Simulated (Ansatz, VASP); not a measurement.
Given: the input of a run of Ansatz 0.2.0 on Ru.

The input input.yaml:

```yaml
crystal:
  lattice:
    - [2.7058, 0.0, 0.0]
    - [-1.3529, 2.3432915376, 0.0]
    - [0.0, 0.0, 4.2819]
  atoms:
    - { symbol: Ru, position: [0.6666666667, 0.3333333333, 0.75] }
    - { symbol: Ru, position: [0.3333333333, 0.6666666667, 0.25] }
hamiltonian:
  xc: pbe
  pseudopotentials: { kind: paw }
kpoints:
  mp_grid: { grid: [8, 8, 5] }
scf:
  occupations: { method: fermi_dirac, width: 0.05 }
output:
  forces: true
  stress: true
  eigenvalues: true
```

Potentials or basis: Ansatz PAW.

Run with:

```bash
$ ansatz run input.yaml --threads 2 --pin off --max-ram 5120MiB --backend cpu --events-out ev --progress --plain --runs-dir out
```

Task: Set up the same calculation for VASP 6.6.1. Potentials there: VASP PAW PBE potentials, release 64 (Ru_pv).

Result: As run (the cutoff follows the program's own potentials):

INCAR

```
SYSTEM = Ru
PREC     = Accurate       ! precision mode
ENCUT    = 520            ! plane-wave cutoff, eV
EDIFF    = 1E-7           ! SCF threshold, eV
ISMEAR   = -1             ! smearing method
SIGMA    = 0.05           ! smearing width, eV
LREAL    = .False.        ! projectors in reciprocal space
LASPH    = .True.         ! aspherical terms in the spheres
NELM     = 60             ! most SCF steps
ALGO     = Fast           ! electronic algorithm
ISIF     = 2              ! what is computed and relaxed
LWAVE    = .False.        ! write WAVECAR
LCHARG   = .False.        ! write CHGCAR
GGA      = PE             ! functional
NBANDS   = 21             ! bands
```

The input KPOINTS:

```
Automatic mesh
0
Gamma
  8 8 5
  0 0 0
```

Contents of POSCAR:

```
Ru
1.0
    2.7058000000      0.0000000000      0.0000000000
   -1.3529000000      2.3432915376      0.0000000000
    0.0000000000      0.0000000000      4.2819000000
Ru
2
Direct
    0.6666666667      0.3333333333      0.7500000000
    0.3333333333      0.6666666667      0.2500000000
```

Potentials or basis: VASP PAW PBE potentials, release 64 (Ru_pv).

Command:

```sh
$ cat potpaw_PBE.64/Ru_pv/POTCAR > POTCAR
$ mpirun -np 1 vasp_std > vasp.out
```

Both were run:

|  | VASP | Ansatz | Ansatz less VASP |
| --- | --- | --- | --- |
| gap on the k mesh at the Fermi level (eV) | none | none | - |
| pressure (GPa) | 4.0 | 4.1 | +0.08 |
| largest component of the traceless stress (GPa) | 0.49 | 0.50 | +0.008 |

A gap of «none» marks a metal or a gap that the smearing closes. The two sets of potentials don't hold the same shells in valence.
